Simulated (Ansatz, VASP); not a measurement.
Two plane-wave programs on Au

```
Au
1.0
     2.77908    0.00000    0.00000
     0.00000    2.77908    0.00000
     0.00000    0.00000    2.77908
Au
1
Direct
  0.00000 0.00000 0.00000
```

Alike in both runs: task single point; functional RPBE; k mesh 13 × 13 × 13; occupations fermi-dirac, width 0.1 eV; no spin polarisation.

|  | VASP | Ansatz |
| --- | --- | --- |
| version | VASP 6.6.1 | Ansatz 0.2.0 |
| potentials or method | VASP PAW PBE potentials, release 64 (Au) | plane waves (420 eV) with PAW, scalar-relativistic |
| plane-wave cutoff (eV) | 520 | 420 |
| valence electrons in the cell | 11 | 19 |

|  | VASP | Ansatz | Ansatz less VASP |
| --- | --- | --- | --- |
| pressure (GPa) | -0.2 | 0.0 | +0.15 |

With one functional, cell and mesh, what is left measures potentials, basis and numerics. The two sets of potentials don't hold the same shells in valence.

Caveats: the PAW data sets were made with another functional, which shifts forces and pressure a little (VASP). Spin-orbit coupling is left out, which matters for the levels of Au.
